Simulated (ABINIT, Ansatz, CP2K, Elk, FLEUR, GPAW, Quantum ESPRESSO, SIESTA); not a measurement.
# Code comparison for Li2O (Fm-3m, 3 atoms in the cell)

Self-consistent single point, at a second geometry (lattice scaled by 0.98). First geometry:

```
CELL_PARAMETERS angstrom
      0.00000     2.28078     2.28078
      2.28078     0.00000     2.28078
      2.28078     2.28078     0.00000
ATOMIC_POSITIONS crystal
  Li 0.75000 0.75000 0.75000
  Li 0.25000 0.25000 0.25000
  O  0.00000 0.00000 0.00000
```

Shared settings, as Ansatz (a program for electronic structure) writes them: kpoints.mp_grid.grid = 6 6 6; scf.occupations.method = fermi_dirac; scf.occupations.width = 0.02 eV. Potentials and cutoffs stand in the table.

```json
[
 {"code": "Elk", "model": "PBE, all-electron FP-LAPW, Elk's shipped species files, APW+lo basis with extra local orbitals", "ΔF from the first geometry (meV/atom)": "22.1", "pressure (GPa)": "–", "gap on the mesh (eV)": "5.166", "cutoff": "rgkmax 7.5"},
 {"code": "FLEUR", "model": "PBE, all-electron FLAPW (FLEUR), scalar-relativistic valence", "ΔF from the first geometry (meV/atom)": "22.0", "pressure (GPa)": "–", "gap on the mesh (eV)": "5.207", "cutoff": "Kmax 4.6 1/bohr"},
 {"code": "Ansatz", "model": "PBE, PAW files", "ΔF from the first geometry (meV/atom)": "19.0", "pressure (GPa)": "9.52", "gap on the mesh (eV)": "5.182", "cutoff": "default"},
 {"code": "GPAW", "model": "PBE, GPAW PAW datasets PBE (gpaw-data 1.0.1)", "ΔF from the first geometry (meV/atom)": "30.3", "pressure (GPa)": "–", "gap on the mesh (eV)": "5.157", "cutoff": "900 eV"},
 {"code": "SIESTA", "model": "GGA PBE, numerical atomic orbitals TZP, PseudoDojo PBE standard norm-conserving potentials (rewritten from UPF to PSML)", "ΔF from the first geometry (meV/atom)": "16.9", "pressure (GPa)": "9.12", "gap on the mesh (eV)": "5.288", "cutoff": "grid 300 Ry"},
 {"code": "CP2K", "model": "PBE, GPW, DZVP-MOLOPT-SR-GTH basis, GTH-PBE potentials (GTH_POTENTIALS)", "ΔF from the first geometry (meV/atom)": "21.4", "pressure (GPa)": "10.75", "gap on the mesh (eV)": "5.432", "cutoff": "grid 450 Ry"},
 {"code": "ABINIT", "model": "PBE, norm-conserving pseudopotentials (PseudoDojo nc-sr-05 PBE standard)", "ΔF from the first geometry (meV/atom)": "18.7", "pressure (GPa)": "9.71", "gap on the mesh (eV)": "5.201", "cutoff": "1143 eV"},
 {"code": "Quantum ESPRESSO", "model": "PBE, PseudoDojo standard norm-conserving (PBE) pseudopotentials", "ΔF from the first geometry (meV/atom)": "18.7", "pressure (GPa)": "9.72", "gap on the mesh (eV)": "5.201", "cutoff": "85 Ry"}
]
```

A dash marks a value that a program does not give, or that is left out as unsure.

Gaps are read on the mesh.

The spread over the programs that give each value: ΔF from the first geometry within 13.4 meV/atom; pressure within 1.63 GPa; gap on the mesh within 0.275 eV.

SIESTA and CP2K use small atom-centred bases, whose incompleteness enters pressures, forces and empty levels differently from a plane-wave cutoff. Elk and FLEUR treat all electrons, but the usual bases taken here (sphere radii, linearisation, local orbitals, empty states) were not tested for convergence, so the values are no reference for the others. Ansatz's pressure is given at a fixed set of plane waves, as the other plane-wave codes print theirs; with its correction for the finite basis it is 9.84 GPa (the shift of 0.32 GPa shows how far the cutoff is from converged). The pressure of GPAW is left out: its cutoff lies under the one at which its stress was checked. In the pressure, CP2K (by 1.04) lies more than 1 GPa from the median of the plane-wave programs. In the gap, CP2K (by 0.240) lies more than 0.12 eV from the median of the plane-wave programs.

The starting cell comes from a database of computed structures (which also holds hypothetical and non-ambient phases and stackings), without a prior relaxation at this level. Its lattice was rescaled by a random factor within 2.5 % of one. For this run, on top of that: lattice scaled by 0.98.

Keys are those of Ansatz 0.2.
